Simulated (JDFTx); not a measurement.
# Au under changes of volume

One of the cells (16.855 Å³/atom); the others are scaled copies at fixed shape and fractional positions:

```
Au
1.0
     0.00000    2.03500    2.03500
     2.03500    0.00000    2.03500
     2.03500    2.03500    0.00000
Au
1
Cartesian
  0.0000 0.0000 0.0000
```

```yaml
Program: JDFTx 1.7.0 (patched build)
Functional: r2SCAN
Potentials_or_basis: SG15-PBE-1.2 with smoothed tails
Cutoff: 1088 eV
Density_cutoff: 4354 eV
k_mesh: 11 × 11 × 11
Occupations: fermi-dirac, width 0.05 eV
Spin: no spin polarisation
```

| volume (Å³/atom) | energy over the lowest point (meV/atom) | pressure (GPa) |
| --- | --- | --- |
| 15.843 | 94.22 | 20.6 |
| 16.181 | 56.50 | 15.2 |
| 16.518 | 29.43 | 10.5 |
| 16.855 | 11.73 | 6.3 |
| 17.192 | ? | ? |
| 17.529 | 0.00 | -0.5 |
| 17.866 | 4.07 | -3.3 |

Task: What does the run at 17.192 Å³/atom give?

Result: Energy over the lowest point 2.25 meV/atom; pressure 2.7 GPa.

Worked out: A Birch-Murnaghan fit of order 3 (a polynomial in V^(-2/3)) to the other rows has its minimum at 17.47 Å³/atom with B0 = V·E''(V) = 160 GPa and B' = 5.6. It gives 2.25 meV/atom at 17.192 Å³/atom, against the run's 2.25, and -dE/dV = 2.7 GPa, against 2.7.

Energies are extrapolated to zero smearing.

Caveats: the potentials were made for another functional, which shifts forces and pressure.
